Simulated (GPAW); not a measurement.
Input of a GPAW 26.7.0 run:

run.py

```python
from ase import Atoms
from ase.calculators.mixing import SumCalculator
from ase.filters import FrechetCellFilter
from ase.io import write
from ase.optimize import BFGS
from dftd3.ase import DFTD3
from gpaw import GPAW, PW

atoms = Atoms(['Fe', 'O'],
              cell=[[0.0, 2.1554, 2.1554],
                    [2.1554, 0.0, 2.1554],
                    [2.1554, 2.1554, 0.0]],
              scaled_positions=[[0.0, 0.0, 0.0],
                                [0.5, 0.5, 0.5]],
              pbc=True)
atoms.set_initial_magnetic_moments([3.0, 0.0])

calc = GPAW(mode=PW(800),
            xc='revPBE',
            kpts={'size': (11, 11, 11), 'gamma': True},
            occupations={'name': 'fermi-dirac', 'width': 0.05},
            nbands=17,
            convergence={'density': 1e-05, 'forces': 0.0001},
            maxiter=150,
            txt='gpaw.txt')
atoms.calc = SumCalculator([calc, DFTD3(method='revpbe', damping='d3bj')])
opt = BFGS(FrechetCellFilter(atoms), trajectory='relax.traj', logfile='-')
done = opt.run(fmax=0.02, steps=40)
calc.write('gs.gpw')
write('result.traj', atoms)
print('Converged:', done)
print('Cell:', atoms.cell.cellpar().round(4))
print('Volume:', round(atoms.get_volume(), 4))
print(atoms.get_scaled_positions().round(5))
```

Potentials or basis: the program's PAW data sets (release 1.2.1) made for this functional, pw.

Command:

```sh
$ OMP_NUM_THREADS=1 python run.py
```

(1) Predict the site moments.

(2) Estimate the band gap on the k mesh.

(3) What does it give for the relaxed cell?

(4) Predict the net moment.

Answers

(1) Fe +3.55; O +0.24 μB.

(2) none (metal or under the smearing width).

(3) a = 3.041 Å, b = 3.041 Å, c = 3.041 Å, α = 60.00°, β = 60.00°, γ = 60.00°.

(4) 4.00 μB per cell.

Caveat: each step starts from the last one's moments, so a moment once lost doesn't come back; later steps reuse the first step's grids; a cell with one magnetic atom can't hold antiferromagnetic order, which such compounds often take; semilocal functionals often make such compounds metallic where correlation or magnetic order opens a gap, which also shifts bond lengths.
